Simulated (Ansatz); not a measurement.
Here is an Ansatz 0.2.0 calculation.

The input input.yaml:

```yaml
crystal:
  lattice:
    - [2.0, 1.1547005384, 8.44]
    - [-2.0, 1.1547005384, 8.44]
    - [0.0, -2.3094010768, 8.44]
  atoms:
    - { symbol: In, position: [0.8886, 0.8886, 0.8886] }
    - { symbol: In, position: [0.0, 0.0, 0.0] }
    - { symbol: Se, position: [0.1719, 0.1719, 0.1719] }
    - { symbol: Se, position: [0.3835, 0.3835, 0.3835] }
hamiltonian:
  xc: pbesol
  pseudopotentials: { kind: paw }
  dispersion: d3bjatm
kpoints:
  mp_grid: { grid: [8, 8, 8] }
scf:
  occupations: { method: fermi_dirac, width: 0.05 }
output:
  forces: true
  stress: true
  eigenvalues: true
  write_density: true
  write_potential: true
  elf: true
  volumetric_format: npy
relax:
  f_tol: 0.01
  max_steps: 40
  cell: { stress_tol: 0.05 }
```

Potentials or basis: Ansatz PAW.

Launch:

```bash
$ ansatz run input.yaml --threads 2 --pin off --max-ram 5632MiB --backend cpu --events-out ev --progress --plain --runs-dir out
```

Q: Predict the relaxed volume.

A: 27.55 Å³/atom.

Q: Estimate the space group after relaxing (to 0.05 Å).

A: R3m (No. 160).

Q: Estimate the band gap on the k mesh.

A: 0.33 eV, direct.

Forces on the atoms (eV/Å):
```
In   0.000  0.000 -0.002
In   0.000  0.000  0.003
Se   0.000  0.000  0.002
Se   0.000  0.000 -0.003
```

Caveat: the plane-wave basis is chosen anew once the cell has moved, so the energies of steps on either side of that aren't comparable; spin-orbit coupling is left out, which moves the levels of the heavy elements; the PAW data sets come from PBE, with cores solved anew for the run's functional, which leaves a small shift of forces and pressure. A k mesh can miss the band edges.
